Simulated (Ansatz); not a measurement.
**Fe under changes of volume**

One of the cells (12.019 Å³/atom); the others are scaled copies at fixed shape and fractional positions:

```
CELL_PARAMETERS angstrom
-1.44300 1.44300 1.44300
1.44300 -1.44300 1.44300
1.44300 1.44300 -1.44300
ATOMIC_POSITIONS crystal
Fe 0.00000 0.00000 0.00000
```

```yaml
Program: Ansatz 0.2.0
Functional: HSE06
Potentials_or_basis: Ansatz PAW
Cutoff: "420 eV (not typed: the program's choice for these potentials)"
k_mesh: 8 × 8 × 8
Occupations: fermi-dirac, width 0.05 eV
Spin: collinear spin, ferromagnetic start
Starting_moments: "[3.0] μB"
```

| volume (Å³/atom) | energy over the lowest point (meV/atom) | pressure (GPa) |
| --- | --- | --- |
| 11.298 | 43.84 | 16.7 |
| 11.538 | ? | ? |
| 11.778 | 8.78 | 6.9 |
| 12.019 | 1.50 | 2.8 |
| 12.259 | 0.00 | -0.8 |
| 12.499 | 3.72 | -4.1 |
| 12.740 | 12.12 | -7.0 |

**Question.** What does the run at 11.538 Å³/atom give?

**Answer.** Energy over the lowest point 22.68 meV/atom; pressure 11.6 GPa.

Worked out: A Birch-Murnaghan fit of order 3 (a polynomial in V^(-2/3)) to the other rows has its minimum at 12.20 Å³/atom with B0 = V·E''(V) = 181 GPa and B' = 4.9. It gives 22.65 meV/atom at 11.538 Å³/atom, against the run's 22.68, and -dE/dV = 11.6 GPa, against 11.6.

Energies are extrapolated to zero smearing.

Caveats: all runs use coarse meshes; the magnetic or orbital state may not be the lowest; the PAW data sets come from PBE, with cores solved anew for the run's functional, which leaves a small shift of forces and pressure; the thresholds are loose for stress.
